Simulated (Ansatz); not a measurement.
Runs of Ansatz 0.2.0 on HfO2. The structure is cubic, space group Fm-3m (No. 225). The conventional cell has a = 5.115 Å, b = 5.115 Å, c = 5.115 Å, α = 90.00°, β = 90.00°, γ = 90.00°. Hf (site symmetry m-3m) is surrounded by 8 O at 2.21 Å. O (site symmetry -43m) has 4 Hf at 2.21 Å as nearest neighbours. Measurements of this composition are mostly on another form, of space group No. 14.

```csv
task,level,potentials or basis,spin,cell,k mesh,cutoff (eV),smearing,other keys,gap on the mesh (eV),pressure (GPa)
projected density of states,r2SCANh+D4,Ansatz PAW polarizable,off,as given,6 × 6 × 6,500,gaussian 0.01 eV,-,5.08,(b)
single point,r2SCAN+D3(BJ)-ATM,Ansatz PAW,"SOC, no magnetisation",as given,9 × 9 × 9,500,fixed,-,(a),-9.8
Berry-phase polarisation,BLYP+D4,PseudoDojo standard (PBE files),"SOC, no magnetisation",volume scaled by 1.04,9 × 9 × 9,1143,fixed,scf.n_extra_bands = 2,3.81,-12.6
single point,revPBE+D3(BJ),Ansatz PAW earlier set,off,"atoms moved at random, drawn with an rms of 0.15 Å",9 × 9 × 9,900,gaussian 0.025 eV,-,3.90,3.0
```

Question: Fill in the values left out.

Answer: (a) 4.32; (b) -11.1.

Caveats: the PAW data sets come from PBE, with cores solved anew for the run's functional, which leaves a small shift of forces and pressure (some runs); odd divisions of the mesh miss points on the zone boundary, where band edges often lie, so the gap on the mesh can be too wide (some runs); spin-orbit coupling is left out, which moves the levels of the heavy elements (some runs); the thresholds are loose for stress (some runs); the potentials were made for another functional, which shifts forces and pressure (some runs).

A k mesh can miss the band edges, and rows without SOC leave out spin-orbit coupling on Hf.

The runs don't all hold the same shells in valence.

Runs at the PBE level aren't shown here.
